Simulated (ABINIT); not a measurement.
# Pb (C2/m) in ABINIT: reference runs

Reference runs on Pb: the cell as given and a disturbed copy.

Program: ABINIT 10.8.3 (patched build). These are calculated values, not measurements. Logs are shortened: lines on timing, memory, paths and dates and some standing lists are left out, and cuts for length are marked. The log counts tension as positive stress, the text compression.

## (1) Starting point

The structure is monoclinic, space group C2/m (No. 12). The conventional cell has a = 6.077 Å, b = 3.501 Å, c = 6.452 Å, α = 90.00°, β = 109.14°, γ = 90.00°. Pb (site symmetry m) is surrounded by 10 Pb at 3.34 to 3.51 Å.

This isn't the form of Pb at room conditions, which is fcc.

## (2) Single point, PBE

run.abi

```
# Pseudopotentials
pp_dirpath "./"
pseudos "Pb.GGA_PBE-JTH.xml"

# Structure
structure "poscar:POSCAR"
natom 2
chkprim 0
chksymtnons 0
tolsym 1.0e-6

# Plane-wave basis
ecut 598.650497 eV
pawecutdg 44.0

# k points
kptopt 1
ngkpt 9 9 5
nshiftk 1
shiftk 0.0 0.0 0.0

# Exchange and correlation
ixc 11

# Bands and occupations
nband 18
occopt 3
tsmear 0.00183747

# SCF cycle
nstep 100
tolvrs 1.0e-9

# Output
iomode 3
prtwf 0
prtden 0
prteig 0
prtebands 0
enunit 1
```

POSCAR

```
Pb
1.0
    3.0386068135     -1.7503199600      0.0000000000
    3.0386068135      1.7503199600      0.0000000000
   -2.1154626375      0.0000000000      6.0952248674
Pb
2
Direct
    0.9085084100      0.9085084100      0.7262922000  Pb
    0.0914915900      0.0914915900      0.2737078000  Pb
```

Potentials or basis: JTH PAW PBE v2.0.

Run with:

```bash
> abinit run.abi > log 2>&1
```

run.abo:

```text
.Version 10.8.3 of ABINIT
 Symmetries : space group C2/m (# 12); Bravais mC (1-face-center monocl.)
================================================================================
 Values of the parameters that define the memory need of the present run
     intxc =       0    ionmov =       0      iscf =      17    lmnmax =      18
     lnmax =       6     mgfft =      54  mpssoang =       3    mqgrid =    3440
     natom =       2  nloc_mem =       2    nspden =       1   nspinor =       1
    nsppol =       1      nsym =       4    n1xccc =       1    ntypat =       1
    occopt =       3   xclevel =       2
       mpw =        2171          nfft =       48600          nkpt =         115
 PAW method is used; the additional fine FFT grid is defined by:
   mgfftf=        75    nfftf =    120000
================================================================================
================================================================================

--------------------------------------------------------------------------------
------------- Echo of variables that govern the present computation ------------
--------------------------------------------------------------------------------
 -outvars: echo values of preprocessed input variables --------
            acell      1.0000000000E+00  1.0000000000E+00  1.0000000000E+00 Bohr
              amu      2.07200000E+02
          chkprim           0
      chksymtnons           0
             ecut      2.20000000E+01 Hartree
           enunit           1
                       outvar_i_n : Printing only first  50 k-points.
              ixc          11
                       outvar_i_n : Printing only first  50 k-points.
         kptrlatt        9    0    0      0    9    0      0    0    5
          kptrlen      5.95372564E+01
            natom           2
            nband          18
            ngfft          30      30      54
          ngfftdg          40      40      75
             nkpt         115
            nstep         100
             nsym           4
           ntypat           1
                       prtocc : prtvol=0, do not print more k-points.
           occopt           3
        pawecutdg      4.40000000E+01 Hartree
         pawxcdev           0
           prtden           0
        prtebands           0
           prteig           0
            prtwf           0
            rprim      5.7421346818E+00 -3.3076253571E+00  0.0000000000E+00
                       5.7421346818E+00  3.3076253571E+00  0.0000000000E+00
                      -3.9976450145E+00  0.0000000000E+00  1.1518305675E+01
          spgroup          12
           tolsym      1.00000000E-06
           tolvrs      1.00000000E-09
           tsmear      1.83747000E-03 Hartree
            typat      1  1
           useylm           1
                       outvars : Printing only first  50 k-points.
           xangst      3.9847556765E+00  8.7098859250E-17  4.4269142784E+00
                      -2.3004686988E-02 -6.8769514679E-18  1.6683105890E+00
            xcart      7.5300969072E+00  1.6459298986E-16  8.3656555691E+00
                      -4.3472558020E-02 -1.2995554856E-17  3.1526501061E+00
             xred      9.0850841000E-01  9.0850841000E-01  7.2629220000E-01
                       9.1491590000E-02  9.1491590000E-02  2.7370780000E-01
            znucl       82.00000

================================================================================

 chkinp: Checking input parameters for consistency.

================================================================================
== DATASET  1 ==================================================================

--- !DatasetInfo
iteration_state: {dtset: 1, }
dimensions: {natom: 2, nkpt: 115, mband: 18, nsppol: 1, nspinor: 1, nspden: 1, mpw: 2171, }
cutoff_energies: {ecut:  22.0, pawecutdg:  44.0, }
electrons: {nelect:   2.80000000E+01, charge:   0.00000000E+00, occopt:   3.00000000E+00, tsmear:   1.83747000E-03, }
meta: {optdriver: 0, ionmov: 0, optcell: 0, iscf: 17, paral_kgb: 0, }
...

 Exchange-correlation functional for the present dataset will be:
  GGA: Perdew-Burke-Ernzerhof functional - ixc=11
  J.P.Perdew, K.Burke, M.Ernzerhof, PRL 77, 3865 (1996)

 Real(R)+Recip(G) space primitive vectors, cartesian coordinates (Bohr,Bohr^-1):
 R(1)=  5.7421347 -3.3076254  0.0000000  G(1)=  0.0870756 -0.1511659  0.0302212
 R(2)=  5.7421347  3.3076254  0.0000000  G(2)=  0.0870756  0.1511659  0.0302212
 R(3)= -3.9976450  0.0000000 11.5183057  G(3)=  0.0000000  0.0000000  0.0868183
 Unit cell volume ucvol=  4.3753045E+02 bohr^3
 Angles (23,13,12)=  1.06506081E+02  1.06506081E+02  5.98862194E+01 degrees

 Coarse grid specifications (used for wave-functions):

 getcut: wavevector=  0.0000  0.0000  0.0000  ngfft=  30  30  54
         ecut(hartree)=     22.000   => boxcut(ratio)=   2.09785

 Fine grid specifications (used for densities):

 getcut: wavevector=  0.0000  0.0000  0.0000  ngfft=  40  40  75
         ecut(hartree)=     44.000   => boxcut(ratio)=   2.02167

--- Pseudopotential description ------------------------------------------------
- pspini: atom type   1  psp file is ./Pb.GGA_PBE-JTH.xml
 Pseudopotential format is: paw10
 basis_size (lnmax)=  6 (lmn_size= 18), orbitals=   0   0   1   1   2   2
 Spheres core radius: rc_sph= 2.40264019
 Shapefunction is BESSEL type: shapef(r,l)=aa(1,l)*jl(q(1,l)*r)+aa(2,l)*jl(q(2,l)*r)
 Radius for shape functions =  2.00872932
 Compensation charge density is not taken into account in XC energy/potential

   1.31851888E+03                                ecore*ucvol(ha*bohr**3)
--------------------------------------------------------------------------------

[... 7 lines left out ...]

     iter   Etot(hartree)      deltaE(h)  residm     nres2
 ETOT  1  -120.34786019638    -1.203E+02 3.661E+00 2.252E+00
 ETOT  2  -122.39784833043    -2.050E+00 4.537E-01 5.189E-01
 ETOT  3  -122.40375652096    -5.908E-03 1.691E-01 1.722E-01
 ETOT  4  -122.40362527809     1.312E-04 1.909E-02 3.564E-02
 ETOT  5  -122.40351442587     1.109E-04 2.495E-02 3.202E-03
 ETOT  6  -122.40350137582     1.305E-05 5.624E-03 5.594E-05
 ETOT  7  -122.40350311858    -1.743E-06 3.098E-03 4.822E-05
 ETOT  8  -122.40350321369    -9.511E-08 1.429E-03 1.800E-05
 ETOT  9  -122.40350315900     5.469E-08 6.852E-04 1.487E-07
 ETOT 10  -122.40350316194    -2.938E-09 3.370E-04 2.321E-08
 ETOT 11  -122.40350316200    -6.608E-11 1.445E-04 1.406E-09
 ETOT 12  -122.40350316203    -2.260E-11 7.888E-05 6.092E-10

 At SCF step   12       nres2   =  6.09E-10 < tolvrs=  1.00E-09 =>converged.

 Cartesian components of stress tensor (hartree/bohr^3)
  sigma(1 1)= -3.00967799E-05  sigma(3 2)=  0.00000000E+00
  sigma(2 2)= -3.09954755E-05  sigma(3 1)= -4.65765172E-08
  sigma(3 3)= -2.84735116E-05  sigma(2 1)=  0.00000000E+00

--- !ResultsGS
iteration_state: {dtset: 1, }
comment   : Summary of ground state results
lattice_vectors:
- [  5.7421347,  -3.3076254,   0.0000000, ]
- [  5.7421347,   3.3076254,   0.0000000, ]
- [ -3.9976450,   0.0000000,  11.5183057, ]
lattice_lengths: [   6.62665,    6.62665,   12.19231, ]
lattice_angles: [106.506, 106.506,  59.886, ] # degrees, (23, 13, 12)
lattice_volume:   4.3753045E+02
convergence: {deltae: -2.260E-11, res2:  6.092E-10, residm:  7.888E-05, diffor: null, }
etotal    :  -1.22403503E+02
entropy   :   0.00000000E+00
fermie    :   2.40542721E-01
cartesian_stress_tensor: # hartree/bohr^3
- [ -3.00967799E-05,   0.00000000E+00,  -4.65765172E-08, ]
- [  0.00000000E+00,  -3.09954755E-05,   0.00000000E+00, ]
- [ -4.65765172E-08,   0.00000000E+00,  -2.84735116E-05, ]
pressure_GPa:   8.7837E-01
xred      :
- [  9.0851E-01,   9.0851E-01,   7.2629E-01, Pb]
- [  9.1492E-02,   9.1492E-02,   2.7371E-01, Pb]
cartesian_forces: # hartree/bohr
- [  5.39099736E-04,   3.99831482E-20,  -1.37069141E-03, ]
- [ -5.39099736E-04,  -3.99831482E-20,   1.37069141E-03, ]
force_length_stats: {min:   1.47289629E-03, max:   1.47289629E-03, mean:   1.47289629E-03, }
...

 Integrated electronic density in atomic spheres:
 ------------------------------------------------
 Atom  Sphere_radius  Integrated_density
    1        2.40264         11.37732159
    2        2.40264         11.37732159

================================================================================

 ----iterations are completed or convergence reached----

 Mean square residual over all n,k,spin=   77.378E-09; max=  78.876E-06
 reduced coordinates (array xred) for    2 atoms
       0.908508410000      0.908508410000      0.726292200000
       0.091491590000      0.091491590000      0.273707800000
 rms dE/dt=  1.0663E-02; max dE/dt=  1.7943E-02; dE/dt below (all hartree)
    1      -0.003095583293     -0.003095583293      0.017943172068
    2       0.003095583293      0.003095583293     -0.017943172068

 cartesian coordinates (angstrom) at end:
    1      3.98475567648843     0.00000000000000     4.42691427843865
    2     -0.02300468698843    -0.00000000000000     1.66831058896135

 cartesian forces (hartree/bohr) at end:
    1      0.00053909973639     0.00000000000000    -0.00137069141411
    2     -0.00053909973639    -0.00000000000000     0.00137069141411
 frms,max,avg= 8.5037707E-04 1.3706914E-03   0.000E+00  0.000E+00  0.000E+00 h/b

 cartesian forces (eV/Angstrom) at end:
    1      0.02772162303999     0.00000000000000    -0.07048378643328
    2     -0.02772162303999    -0.00000000000000     0.07048378643328
 frms,max,avg= 4.3728147E-02 7.0483786E-02   0.000E+00  0.000E+00  0.000E+00 e/A
 length scales=  1.000000000000  1.000000000000  1.000000000000 bohr
              =  0.529177210544  0.529177210544  0.529177210544 angstroms
 Fermi (or HOMO) energy (eV) =   6.54550   Average Vxc (eV)=  -9.12770
 Eigenvalues (   eV  ) for nkpt= 115  k points:
 kpt#   1, nband= 18, wtk=  0.00247, kpt=  0.0000  0.0000  0.0000 (reduced coord)
 -10.56299  -10.44656  -10.44645  -10.44363  -10.44296  -10.42599  -10.31277  -10.30416
 -10.26903  -10.26041   -4.90601   -1.82589    2.57882   12.77632   12.97795   13.03067
  13.08018   13.19454
 prteigrs : prtvol=0 or 1, do not print more k-points.

--- !EnergyTerms
iteration_state     : {dtset: 1, }
comment             : Components of total free energy in Hartree
kinetic             :  1.00103265550843E+01
hartree             :  3.72388994224201E+01
xc                  : -5.02698288995050E+00
Ewald energy        : -9.28469193044848E+01
psp_core            :  3.01354769948540E+00
local_psp           : -1.19458166516116E+02
PAW spherical_terms :  4.46660788227265E+01
internal            : -1.22403216210835E+02
'-kT*entropy'       : -2.97600494176560E-04
total_energy        : -1.22403513811329E+02
total_energy_eV     : -3.33076929218534E+03
...

--- !EnergyTermsDC
iteration_state     : {dtset: 1, }
comment             : '"Double-counting" decomposition of free energy'
band_energy         : -7.16770799289369E+00
Ewald energy        : -9.28469193044848E+01
psp_core            :  3.01354769948540E+00
xc_dc               : -3.68729093361405E+01
PAW spherical_terms :  1.14707833725015E+01
internal            : -1.22403205561532E+02
'-kT*entropy'       : -2.97600494176560E-04
total_energy_dc     : -1.22403503162026E+02
total_energy_dc_eV  : -3.33076900240305E+03
...

--- !EnergyTermsWithPAWCore
iteration_state     : {dtset: 1, }
comment             : 'Components of total free energy, including PAW core contributions'
Total energy        : -4.17640706982688E+04
Total energy DC     : -4.17640706876195E+04
Total energy (eV)   : -1.13645825897505E+06
Total energy DC (eV): -1.13645825868527E+06
...

 Cartesian components of stress tensor (hartree/bohr^3)
  sigma(1 1)= -3.00967799E-05  sigma(3 2)=  0.00000000E+00
  sigma(2 2)= -3.09954755E-05  sigma(3 1)= -4.65765172E-08
  sigma(3 3)= -2.84735116E-05  sigma(2 1)=  0.00000000E+00

-Cartesian components of stress tensor (GPa)         [Pressure=  8.7837E-01 GPa]
- sigma(1 1)= -8.85477835E-01  sigma(3 2)=  0.00000000E+00
- sigma(2 2)= -9.11918373E-01  sigma(3 1)= -1.37032845E-03
- sigma(3 3)= -8.37719634E-01  sigma(2 1)=  0.00000000E+00

== END DATASET(S) ==============================================================
================================================================================

 -outvars: echo values of variables after computation  --------
            acell      1.0000000000E+00  1.0000000000E+00  1.0000000000E+00 Bohr
           etotal     -1.2240350316E+02
            fcart      5.3909973639E-04  3.9983148204E-20 -1.3706914141E-03
                      -5.3909973639E-04 -3.9983148204E-20  1.3706914141E-03
            rprim      5.7421346818E+00 -3.3076253571E+00  0.0000000000E+00
                       5.7421346818E+00  3.3076253571E+00  0.0000000000E+00
                      -3.9976450145E+00  0.0000000000E+00  1.1518305675E+01
           strten     -3.0096779863E-05 -3.0995475511E-05 -2.8473511614E-05
                       0.0000000000E+00 -4.6576517183E-08  0.0000000000E+00
           xangst      3.9847556765E+00  8.7098859250E-17  4.4269142784E+00
                      -2.3004686988E-02 -6.8769514679E-18  1.6683105890E+00
             xred      9.0850841000E-01  9.0850841000E-01  7.2629220000E-01
                       9.1491590000E-02  9.1491590000E-02  2.7370780000E-01
 Calculation completed.
```

Wall time 2.4 min (1 thread of Arm Neoverse V2, shared host); peak memory 0.25 GiB.

Results:

| Quantity | Value |
| --- | --- |
| Free energy | -3330.7690 eV |
| Pressure | 0.9 GPa |
| Largest force | 0.076 eV/Å |
| Band gap on the k mesh | none (metal or under the smearing width) |
| Valence electrons inside the program's atomic spheres | Pb 11.38 (radii [1.2714] Å) |

Forces in eV/Å, atoms in the order of the input:
```
Pb   0.028  0.000 -0.070
Pb  -0.028  0.000  0.070
```

Levels at points of the mesh, in eV from the Fermi level:
| k point | band 11 | band 12 | band 13 | band 14 | band 15 | band 16 | band 17 | band 18 |
| --- | --- | --- | --- | --- | --- | --- | --- | --- |
| (0.00, 0.00, 0.00) | -11.45 | -8.37 | -3.97 | 6.23 | 6.43 | 6.49 | 6.53 | 6.65 |

## (3) Single point, PBE (atoms moved at random, drawn with an rms of 0.05 Å)

run.abi, as its differences from that of step 2:

```diff
@@ -5,4 +5,14 @@
 # Structure
-structure "poscar:POSCAR"
+acell 3.5066724012 3.5066724012 6.4518949429 Angstrom
+rprim
+     0.8665214385    -0.4991398567     0.0000000000
+     0.8665214385     0.4991398567     0.0000000000
+    -0.3278823751     0.0000000000     0.9447185550
+ntypat 1
+znucl 82
 natom 2
+typat 1 1
+xcart
+     7.4898158114     0.0443519484     8.3955547813
+    -0.0752089413    -0.0361556528     3.1268859578
 chkprim 0
@@ -27,3 +37,3 @@
 occopt 3
-tsmear 0.00183747
+tsmear 0.05 eV
 
@@ -36,3 +46,2 @@
 prtwf 0
-prtden 0
 prteig 0
@@ -40 +49,5 @@
 enunit 1
+prtden 1
+prtvha 1
+prtvclmb 1
+prtpot 1
```

Potentials or basis: JTH PAW PBE v2.0.

Run with:

```bash
> abinit run.abi > log 2>&1
```

run.abo:

```text
.Version 10.8.3 of ABINIT
 Symmetries : space group P-1 (#  2); Bravais aP (primitive triclinic)
================================================================================
 Values of the parameters that define the memory need of the present run
     intxc =       0    ionmov =       0      iscf =      17    lmnmax =      18
     lnmax =       6     mgfft =      54  mpssoang =       3    mqgrid =    3440
     natom =       2  nloc_mem =       2    nspden =       1   nspinor =       1
    nsppol =       1      nsym =       2    n1xccc =       1    ntypat =       1
    occopt =       3   xclevel =       2
       mpw =        2171          nfft =       48600          nkpt =         203
 PAW method is used; the additional fine FFT grid is defined by:
   mgfftf=        75    nfftf =    120000
================================================================================
================================================================================

--------------------------------------------------------------------------------
------------- Echo of variables that govern the present computation ------------
--------------------------------------------------------------------------------
 -outvars: echo values of preprocessed input variables --------
            acell      6.6266504515E+00  6.6266504515E+00  1.2192314435E+01 Bohr
              amu      2.07200000E+02
          chkprim           0
      chksymtnons           0
             ecut      2.20000000E+01 Hartree
           enunit           1
                       outvar_i_n : Printing only first  50 k-points.
              ixc          11
                       outvar_i_n : Printing only first  50 k-points.
         kptrlatt        9    0    0      0    9    0      0    0    5
[... 209 lines left out ...]
total_energy_dc_eV  : -3.33076553666738E+03
...

--- !EnergyTermsWithPAWCore
iteration_state     : {dtset: 1, }
comment             : 'Components of total free energy, including PAW core contributions'
Total energy        : -4.17640705802659E+04
Total energy DC     : -4.17640705602561E+04
Total energy (eV)   : -1.13645825576403E+06
Total energy DC (eV): -1.13645825521953E+06
...

 Cartesian components of stress tensor (hartree/bohr^3)
  sigma(1 1)= -2.49134305E-05  sigma(3 2)=  4.23165719E-06
  sigma(2 2)= -2.46030272E-05  sigma(3 1)=  5.52910038E-07
  sigma(3 3)= -2.78394546E-05  sigma(2 1)=  2.09604114E-06

-Cartesian components of stress tensor (GPa)         [Pressure=  7.5863E-01 GPa]
- sigma(1 1)= -7.32978430E-01  sigma(3 2)=  1.24499653E-01
- sigma(2 2)= -7.23846052E-01  sigma(3 1)=  1.62671749E-02
- sigma(3 3)= -8.19065032E-01  sigma(2 1)=  6.16676593E-02

== END DATASET(S) ==============================================================
================================================================================

 -outvars: echo values of variables after computation  --------
            acell      6.6266504515E+00  6.6266504515E+00  1.2192314435E+01 Bohr
           etotal     -1.2240337580E+02
            fcart      5.6470274322E-04 -1.9370957062E-04 -2.7183548285E-03
                      -5.6470274322E-04  1.9370957062E-04  2.7183548285E-03
            rprim      8.6652143850E-01 -4.9913985670E-01  0.0000000000E+00
                       8.6652143850E-01  4.9913985670E-01  0.0000000000E+00
                      -3.2788237510E-01  0.0000000000E+00  9.4471855500E-01
           strten     -2.4913430456E-05 -2.4603027233E-05 -2.7839454571E-05
                       4.2316571932E-06  5.5291003807E-07  2.0960411361E-06
           xangst      3.9634398386E+00  2.3470040337E-02  4.4427362601E+00
                      -3.9798857765E-02 -1.9132747494E-02  1.6546767888E+00
             xred      8.9919999944E-01  9.1260899944E-01  7.2888799950E-01
                       9.3414999954E-02  8.2483999946E-02  2.7147099981E-01
 Calculation completed.
```

Run time: 3.8 min. Hardware: 1 thread of Arm Neoverse V2, shared host; peak memory 0.36 GiB.

Results:

- Free energy: -3330.7655 eV
- Pressure: 0.8 GPa
- Largest force: 0.143 eV/Å
- Band gap on the k mesh: none (metal or under the smearing width)
- Valence electrons inside the program's atomic spheres: Pb 11.37 (radii [1.2714] Å)

Forces on the atoms (eV/Å):
```
Pb   0.029 -0.010 -0.140
Pb  -0.029  0.010  0.140
```
